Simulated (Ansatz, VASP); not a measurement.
# One calculation of Pt, two programs

```
Pt
1.0
     0.00000    1.96090    1.96090
     1.96090    0.00000    1.96090
     1.96090    1.96090    0.00000
Pt
1
Direct
  0.00000 0.00000 0.00000
```

Alike in both runs: task single point; functional PBE; k mesh 12 × 12 × 12; occupations gaussian, width 0.023 eV; no spin polarisation.

|  | VASP | Ansatz |
| --- | --- | --- |
| version | VASP 6.6.1 | Ansatz 0.2.0 |
| potentials or method | VASP PAW PBE potentials, release 64 (Pt) | Ansatz PAW |
| plane-wave cutoff (eV) | 520 | 420 |
| valence electrons in the cell | 10 | 18 |

Ansatz gave:

| Property | Result |
| --- | --- |
| gap on the k mesh at the Fermi level (eV) | none |
| pressure (GPa) | 10.2 |

Q: Which values does VASP return?

A: gap on the k mesh at the Fermi level (eV): none; pressure (GPa): 9.7.

A gap of «none» marks a metal or a gap that the smearing closes. With one functional, cell and mesh, what is left measures potentials, basis and numerics. The two sets of potentials don't hold the same shells in valence.

The runs have no spin-orbit coupling, so splittings on Pt are missing.
